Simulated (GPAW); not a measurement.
WC (Qusongite) in GPAW: the effect of potentials

WC (Qusongite):

```
W C
1.0
     2.90650    0.00000    0.00000
    -1.45325    2.51710    0.00000
     0.00000    0.00000    2.83660
W C
1 1
Direct
  0.00000 0.00000 0.00000
  0.66667 0.33333 0.50000
```

Alike in all runs:

```yaml
Program: GPAW 26.7.0
Task: band structure
Functional: PBE
Cutoff: 800 eV
Basis: pw
k_mesh: 10 × 10 × 9
Occupations: fermi-dirac, width 0.05 eV
Spin: no spin polarisation
```

Problem. One run gave: pressure 6.0 GPa. Which potentials did it use?
A. GPAW stock, other valence
B. JTH PAW 2.0
C. PAW data sets made by gpaw-setup for the functional
D. GPAW stock

Solution. B.

```csv
potentials,pressure (GPa)
GPAW stock,5.4
"GPAW stock, other valence",17.0
PAW data sets made by gpaw-setup for the functional,5.4
JTH PAW 2.0,6.0
```

Caveats: the program truncates these outside data sets (some runs).

Not every run made on this cell is shown here.
